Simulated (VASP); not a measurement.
# TaAs (I4_1md) in VASP: notebook

Aim: see how the results for TaAs move with the level of theory and the settings. Levels: PBE, r2SCAN. Tasks: electric field gradients.

Everything below comes from runs of VASP 6.6.1. Logs are shortened: lines on timing, memory, paths and dates and some standing lists are left out, and cuts for length are marked.

## 1. The structure

The structure is tetragonal, space group I4_1md (No. 109). Conventional cell: a = 3.444 Å, b = 3.444 Å, c = 11.736 Å, α = 90.00°, β = 90.00°, γ = 90.00°. Around Ta (site symmetry 2mm) lie 6 As at 2.61 to 2.62 Å. As (site symmetry 2mm) has 6 Ta at 2.61 to 2.62 Å as nearest neighbours.

The cell is a database's computed one.

## 2. Electric field gradients, PBE

Contents of INCAR:

```
  PREC = Accurate
  ENCUT = 520
  EDIFF = 1E-7
  ISMEAR = -1
  SIGMA = 0.05
  LREAL = F
  LASPH = T
  NELM = 80
  ALGO = Normal
  ISIF = 2
  LWAVE = F
  LCHARG = F
  GGA = PE
  LEFG = T
```

Contents of KPOINTS:

```
Automatic mesh
0
Gamma
  13 13 13
```

Contents of POSCAR:

```
TaAs
1.0
   -1.7218133622      1.7218133622      5.8679415361
    1.7218133622     -1.7218133622      5.8679415361
    1.7218133622      1.7218133622     -5.8679415361
Ta As
2 2
Direct
    0.4999673000      0.9999673000      0.5000000000
    0.7499673000      0.7499673000      0.0000000000
    0.0826321200      0.5826321200      0.5000000000
    0.3326321200      0.3326321200      0.0000000000
```

Potentials or basis: VASP PAW PBE potentials, release 64 (Ta_pv, As).

On the command line:

```
$ cat potpaw_PBE.64/Ta_pv/POTCAR potpaw_PBE.64/As/POTCAR > POTCAR
$ mpirun -np 1 vasp_std > vasp.out
```

OUTCAR:

```text
PREC = Accurate
   ENCUT = 520
   EDIFF = 1E-7
   ISMEAR = -1
   LREAL = F
   LASPH = T
   NELM = 80
   ISIF = 2
   GGA = PE

 ion  position               nearest neighbor table
   1  0.500  1.000  0.500-   4 2.61   4 2.61   3 2.62   3 2.62   3 2.62   3 2.62   2 3.40   2 3.40
                             2 3.40   2 3.40
   2  0.750  0.750  0.000-   3 2.61   3 2.61   4 2.62   4 2.62   4 2.62   4 2.62   1 3.40   1 3.40
                             1 3.40   1 3.40
   3  0.083  0.583  0.500-   2 2.61   2 2.61   1 2.62   1 2.62   1 2.62   1 2.62
   4  0.333  0.333  0.000-   1 2.61   1 2.61   2 2.62   2 2.62   2 2.62   2 2.62

  LATTYP: Found a body centered tetragonal cell.
 ALAT       =     3.4436267244
 C/A-ratio  =     3.4080009279

  Lattice vectors:

 A1 = (  -1.7218133622,   1.7218133622,   5.8679415361)
 A2 = (   1.7218133622,  -1.7218133622,   5.8679415361)
 A3 = (   1.7218133622,   1.7218133622,  -5.8679415361)

Analysis of symmetry for initial positions (statically):
=====================================================================
 Subroutine PRICEL returns:
 Original cell was already a primitive cell.

 Routine SETGRP: Setting up the symmetry group for a
 body centered tetragonal supercell.

 Subroutine GETGRP returns: Found  8 space group operations
 (whereof  4 operations were pure point group operations)
 out of a pool of 16 trial point group operations.

The static configuration has the point symmetry C_2v.
 The point group associated with its full space group is C_4v.

Analysis of symmetry for dynamics (positions and initial velocities):
=====================================================================
 Subroutine PRICEL returns:
 Original cell was already a primitive cell.

 Routine SETGRP: Setting up the symmetry group for a
 body centered tetragonal supercell.

 Subroutine GETGRP returns: Found  8 space group operations
 (whereof  4 operations were pure point group operations)
 out of a pool of 16 trial point group operations.

The dynamic configuration has the point symmetry C_2v.
 The point group associated with its full space group is C_4v.

 Subroutine INISYM returns: Found  8 space group operations
 (whereof  4 operations are pure point group operations),
 and found     1 'primitive' translations

----------------------------------------------------------------------------------------

                                     Primitive cell

  volume of cell :      69.5854

  direct lattice vectors                    reciprocal lattice vectors
    -1.721813362  1.721813362  5.867941536     0.000000000  0.290391520  0.085208756
     1.721813362 -1.721813362  5.867941536     0.290391520  0.000000000  0.085208756
     1.721813362  1.721813362 -5.867941536     0.290391520  0.290391520  0.000000000

  length of vectors
     6.353111079  6.353111079  6.353111079     0.302634709  0.302634709  0.410675626

  position of ions in fractional coordinates (direct lattice)
     0.499967300  0.999967300  0.500000000
     0.749967300  0.749967300  0.000000000
     0.082632120  0.582632120  0.500000000
     0.332632120  0.332632120  0.000000000

  ion indices of the primitive-cell ions
   primitive index   ion index
                 1           1
                 2           2
                 3           3
                 4           4

----------------------------------------------------------------------------------------

 KPOINTS: Automatic mesh

Automatic generation of k-mesh.
 Grid dimensions read from file:
 generate k-points for:   13   13   13

 Generating k-lattice:

  Cartesian coordinates                     Fractional coordinates (reciprocal lattice)
     0.000000000  0.022337809  0.006554520     0.076923077  0.000000000  0.000000000
[... 46 lines left out ...]
   ions per type =               2   2
   NGX,Y,Z   is equivalent  to a cutoff of  12.56, 12.56, 12.56 a.u.
   NGXF,Y,Z  is equivalent  to a cutoff of  25.12, 25.12, 25.12 a.u.
 SYSTEM =  unknown system
   PREC   = accura    normal or accurate (medium, high low for compatibility)
   ISTART =      0    job   : 0-new  1-cont  2-samecut
   ICHARG =      2    charge: 1-file 2-atom 10-const
   ISPIN  =      1    spin polarized calculation?
   LNONCOLLINEAR =      F non collinear calculations
   LSORBIT =      F    spin-orbit coupling
   LASPH  =      T    aspherical Exc in radial PAW
   ENCUT  =  520.0 eV  38.22 Ry    6.18 a.u.  11.81 11.81 11.81*2*pi/ulx,y,z
   NELM   =     80;   NELMIN=  2; NELMDL= -5     # of ELM steps
   EDIFF  = 0.1E-06   stopping-criterion for ELM
   LREAL  =      F    real-space projection
   EDIFFG = 0.1E-05   stopping-criterion for IOM
   NSW    =      0    number of steps for IOM
   IBRION =     -1    ionic relax: 0-MD 1-quasi-New 2-CG
   NFREE  =      0    steps in history (QN), initial steepest desc. (CG)
   ISIF   =      2    stress and relaxation
   ISYM   =      2    0-nonsym 1-usesym 2-fastsym
   POTIM  = 0.5000    time-step for ionic-motion
   TEBEG  =    0.0;   TEEND  =   0.0 temperature during run
   PSTRESS=    0.0 pullay stress
   NELECT =      32.0000    total number of electrons
   NUPDOWN=      -1.0000    fix difference up-down
   EMIN   =  10.00;   EMAX   =-10.00  energy-range for DOS
   EFERMI =   0.00;   METHOD = LEGACY
   ISMEAR =    -1;   SIGMA  =   0.05  broadening in eV -4-tet -1-fermi 0-gaus
   EFERMI_NEDOS =   21; number of points for ismear=-14 and -15
   IALGO  =     38    algorithm
   IMIX   =      4    mixing-type and parameters
     AMIX     =   0.40;   BMIX     =  1.00
     AMIX_MAG =   1.60;   BMIX_MAG =  1.00
  volume/ion in A,a.u.               =      17.40       117.40
  Fermi-wavevector in a.u.,A,eV,Ry     =   1.263627  2.387909 21.725142  1.596753
  Thomas-Fermi vector in A             =   2.396974
   LORBIT       =      0    0 simple, 1 ext, 2 COOP (PROOUT), +10 PAW based schemes
   GGA     = PE    functional components
   LHFCALC =     F    Hartree Fock is set to
   AEXX    =    0.0000 exact exchange contribution
   IVDW    =     0    specifies the selected vdW correction
   LEPSILON=     F    determine dielectric tensor
   LRPA    =     F    only Hartree local field effects (RPA)
 non-spin polarized calculation
  energy-cutoff  :      520.00
  volume of cell :       69.59
 maximum number of plane-waves:      1894
   NGX = 23   NGY = 23   NGZ = 23

 number of electron      32.0000002 magnetization

 Free energy of the ion-electron system (eV)
  ---------------------------------------------------
  ext. energy  EPLUGINS =         0.00000000
  ---------------------------------------------------
  free energy    TOTEN  =       -35.10840723 eV

  energy without entropy =      -35.10436604  energy(sigma->0) =      -35.10638664

 E-fermi :   6.9797     XC(G=0): -11.9087

 val. band max:        6.9732507894   @ k =  -0.1538  -0.4615   0.1538
 cond. band min:       7.0170602324   @ k =  -0.3077   0.4615   0.3077
 fundamental gap:      0.0438094430
 Fermi energy:         6.9797294833

 k-point     1 :       0.0000    0.0000    0.0000
  band No.  band energies     occupation
      1     -28.0078      2.00000
      2     -27.9642      2.00000
      3     -27.9642      2.00000
      4     -27.8173      2.00000
      5     -27.8173      2.00000
      6     -27.7716      2.00000
[... 541 lines left out ...]
     19       9.4663      0.00000
     20       9.9166      0.00000

 [... further k-points ...]

------------------------ aborting loop because EDIFF is reached ----------------------------------------

  FORCE on cell =-STRESS in cart. coord.  units (eV):
  Direction    XX          YY          ZZ          XY          YZ          ZX
  --------------------------------------------------------------------------------------
  -------------------------------------------------------------------------------------
  Total        1.2873097      1.2873097      0.7981330      0.0000000      0.0000000      0.0000000
  in kB       29.6398292     29.6398292     18.3767182      0.0000000      0.0000000      0.0000000
  external PRESSURE =      25.8854588 kB  Pullay stress =       0.0000000 kB

 VOLUME and BASIS-vectors are now :
 -----------------------------------------------------------------------------
  energy-cutoff  :      520.00
  volume of cell :       69.59
      direct lattice vectors                 reciprocal lattice vectors
    -1.721813362  1.721813362  5.867941536     0.000000000  0.290391520  0.085208756
     1.721813362 -1.721813362  5.867941536     0.290391520  0.000000000  0.085208756
     1.721813362  1.721813362 -5.867941536     0.290391520  0.290391520  0.000000000

 POSITION                                       TOTAL-FORCE (eV/Angst)
 -----------------------------------------------------------------------------------
      1.72181     -0.00000      5.86756        -0.000000      0.000000      0.024659
      0.00000      0.00000      8.80153         0.000000     -0.000000      0.024659
      1.72181      0.00000      0.96976        -0.000000     -0.000000     -0.024659
      0.00000      0.00000      3.90373         0.000000      0.000000     -0.024659
 -----------------------------------------------------------------------------------
    total drift:                                0.000000      0.000000      0.000272

  FREE ENERGIE OF THE ION-ELECTRON SYSTEM (eV)
  ---------------------------------------------------
  free  energy   TOTEN  =       -35.1084072329 eV

  energy  without entropy=      -35.1043660424  energy(sigma->0) =      -35.10638664

 Electric field gradients (V/A^2)
---------------------------------------------------------------------
 ion       V_xx      V_yy      V_zz      V_xy      V_xz      V_yz
---------------------------------------------------------------------
   1       9.521   -21.747    12.226     0.000     0.000     0.000
   2     -21.747     9.521    12.226     0.000     0.000     0.000
   3      -6.023   -13.713    19.736    -0.000    -0.000    -0.000
   4     -13.713    -6.023    19.736    -0.000    -0.000    -0.000
---------------------------------------------------------------------

 Electric field gradients after diagonalization (V/A^2)
 (convention: |V_zz| > |V_xx| > |V_yy|)
----------------------------------------------------------------------
 ion       V_xx      V_yy      V_zz     asymmetry (V_yy - V_xx)/ V_zz
----------------------------------------------------------------------
   1      12.226     9.521   -21.747       0.124
   2      12.226     9.521   -21.747       0.124
   3     -13.713    -6.023    19.736       0.390
   4     -13.713    -6.023    19.736       0.390
----------------------------------------------------------------------

           NMR quadrupolar parameters

 Cq : quadrupolar parameter    Cq=e*Q*V_zz/h
 eta: asymmetry parameters     (V_yy - V_xx)/ V_zz
 Q  : nuclear electric quadrupole moment in mb (millibarn)
----------------------------------------------------------------------
 ion       Cq(MHz)       eta       Q (mb)
----------------------------------------------------------------------
   1      -0.053       0.124       1.000
   2      -0.053       0.124       1.000
   3       0.048       0.390       1.000
   4       0.048       0.390       1.000
----------------------------------------------------------------------
```

It took 4.9 min on 1 thread of Intel Xeon Platinum 8559C (Emerald Rapids), shared host; peak memory 0.49 GiB.

What came out:

- Free energy: -35.1084 eV
- Pressure: 2.6 GPa
- Largest force: 0.025 eV/Å
- Band gap on the k mesh: none (metal or under the smearing width)

Forces on the atoms (eV/Å):
```
Ta   0.000  0.000  0.025
Ta   0.000  0.000  0.025
As   0.000  0.000 -0.025
As   0.000  0.000 -0.025
```

Stress tensor (GPa, compression positive):
```
2.96 0.00 0.00
0.00 2.96 0.00
0.00 0.00 1.84
```

Levels at points of the mesh, in eV from the Fermi level:
```
           k point  band 14  band 15  band 16  band 17  band 18  band 19
(0.00, 0.00, 0.00)    -1.96    -1.63    -1.63     0.92     1.58     2.32
```

Electric field gradients, principal values (V/Å²):
```
atom     Vxx      Vyy      Vzz
1 Ta   9.521   12.226  -21.747
2 Ta   9.521   12.226  -21.747
3 As  -6.023  -13.713   19.736
4 As  -6.023  -13.713   19.736
```

Spin-orbit coupling is left out, which matters for the levels of Ta.

## 3. Electric field gradients, r2SCAN

Changes to INCAR since step 2:

```diff
@@ -12,3 +12,4 @@
   LCHARG = F
-  GGA = PE
+  METAGGA = R2SCAN
+  LMIXTAU = T
   LEFG = T
```

KPOINTS is that of step 2.

POSCAR is that of step 2.

Potentials or basis: VASP PAW PBE potentials, release 64 (Ta_pv, As).

On the command line:

```
$ cat potpaw_PBE.64/Ta_pv/POTCAR potpaw_PBE.64/As/POTCAR > POTCAR
$ mpirun -np 1 vasp_std > vasp.out
```

OUTCAR:

```text
PREC = Accurate
   ENCUT = 520
   EDIFF = 1E-7
   ISMEAR = -1
   LREAL = F
   LASPH = T
   NELM = 80
   ISIF = 2
   METAGGA = R2SCAN

 ion  position               nearest neighbor table
   1  0.500  1.000  0.500-   4 2.61   4 2.61   3 2.62   3 2.62   3 2.62   3 2.62   2 3.40   2 3.40
                             2 3.40   2 3.40
   2  0.750  0.750  0.000-   3 2.61   3 2.61   4 2.62   4 2.62   4 2.62   4 2.62   1 3.40   1 3.40
                             1 3.40   1 3.40
   3  0.083  0.583  0.500-   2 2.61   2 2.61   1 2.62   1 2.62   1 2.62   1 2.62
   4  0.333  0.333  0.000-   1 2.61   1 2.61   2 2.62   2 2.62   2 2.62   2 2.62

  LATTYP: Found a body centered tetragonal cell.
 ALAT       =     3.4436267244
 C/A-ratio  =     3.4080009279

  Lattice vectors:

 A1 = (  -1.7218133622,   1.7218133622,   5.8679415361)
 A2 = (   1.7218133622,  -1.7218133622,   5.8679415361)
 A3 = (   1.7218133622,   1.7218133622,  -5.8679415361)

Analysis of symmetry for initial positions (statically):
=====================================================================
[... 760 lines left out ...]
      1.72181     -0.00000      5.86756        -0.000000      0.000000      0.002588
      0.00000      0.00000      8.80153         0.000000     -0.000000      0.002588
      1.72181      0.00000      0.96976         0.000000     -0.000000     -0.002588
      0.00000      0.00000      3.90373        -0.000000      0.000000     -0.002588
 -----------------------------------------------------------------------------------
    total drift:                               -0.000001     -0.000001      0.000255

  FREE ENERGIE OF THE ION-ELECTRON SYSTEM (eV)
  ---------------------------------------------------
  free  energy   TOTEN  =      -129.0864780998 eV

  energy  without entropy=     -129.0827919581  energy(sigma->0) =     -129.08463503

 Electric field gradients (V/A^2)
---------------------------------------------------------------------
 ion       V_xx      V_yy      V_zz      V_xy      V_xz      V_yz
---------------------------------------------------------------------
   1       7.290   -20.526    13.236     0.000     0.000     0.000
   2     -20.526     7.290    13.236     0.000     0.000     0.000
   3      -5.685   -13.640    19.325    -0.000    -0.000    -0.000
   4     -13.640    -5.685    19.325    -0.000    -0.000    -0.000
---------------------------------------------------------------------

 Electric field gradients after diagonalization (V/A^2)
 (convention: |V_zz| > |V_xx| > |V_yy|)
----------------------------------------------------------------------
 ion       V_xx      V_yy      V_zz     asymmetry (V_yy - V_xx)/ V_zz
----------------------------------------------------------------------
   1      13.236     7.290   -20.526       0.290
   2      13.236     7.290   -20.526       0.290
   3     -13.640    -5.685    19.325       0.412
   4     -13.640    -5.685    19.325       0.412
----------------------------------------------------------------------

           NMR quadrupolar parameters

 Cq : quadrupolar parameter    Cq=e*Q*V_zz/h
 eta: asymmetry parameters     (V_yy - V_xx)/ V_zz
 Q  : nuclear electric quadrupole moment in mb (millibarn)
----------------------------------------------------------------------
 ion       Cq(MHz)       eta       Q (mb)
----------------------------------------------------------------------
   1      -0.050       0.290       1.000
   2      -0.050       0.290       1.000
   3       0.047       0.412       1.000
   4       0.047       0.412       1.000
----------------------------------------------------------------------
```

OSZICAR:

```text
N       E                     dE             d eps       ncg     rms          rms(c)
DAV:   1     0.151420167363E+03    0.15142E+03   -0.17613E+04  7840   0.161E+03
DAV:   2    -0.125666513560E+03   -0.27709E+03   -0.26872E+03  9184   0.406E+02
DAV:   3    -0.137499833620E+03   -0.11833E+02   -0.11463E+02 10052   0.714E+01
[... 12 lines left out ...]
DAV:  16    -0.129086476905E+03   -0.82294E-04   -0.59363E-05  8808   0.692E-02    0.271E-03
DAV:  17    -0.129086477300E+03   -0.39447E-06   -0.25630E-06 10688   0.102E-02    0.242E-03
DAV:  18    -0.129086476885E+03    0.41479E-06   -0.28297E-06  9112   0.135E-02    0.154E-03
DAV:  19    -0.129086477937E+03   -0.10517E-05   -0.87352E-07  9108   0.906E-03    0.551E-04
DAV:  20    -0.129086478078E+03   -0.14130E-06   -0.12917E-07  5368   0.258E-03    0.324E-04
DAV:  21    -0.129086478100E+03   -0.21853E-07   -0.42173E-08  5092   0.139E-03
   1 F= -.12908648E+03 E0= -.12908464E+03  d E =-.368614E-02
```

It took 25 min on 1 thread of Intel Xeon Platinum 8559C (Emerald Rapids), shared host; peak memory 0.54 GiB.

What came out:

```
Free energy            : -129.0865 eV
Pressure               : 0.0 GPa
Band gap on the k mesh : none (metal or under the smearing width)
```

Forces in eV/Å, atoms in the order of the input:
```
Ta   0.000  0.000  0.003
Ta   0.000  0.000  0.003
As   0.000  0.000 -0.003
As   0.000  0.000 -0.003
```

Levels at points of the mesh, in eV from the Fermi level:
```
           k point  band 14  band 15  band 16  band 17  band 18  band 19
(0.00, 0.00, 0.00)    -2.05    -1.80    -1.80     0.95     1.64     2.48
```

Electric field gradients, principal values (V/Å²):
```
atom     Vxx      Vyy      Vzz
1 Ta   7.290   13.236  -20.526
2 Ta   7.290   13.236  -20.526
3 As  -5.685  -13.640   19.325
4 As  -5.685  -13.640   19.325
```

Caveat: the PAW data sets were made with another functional, which shifts forces and pressure a little.
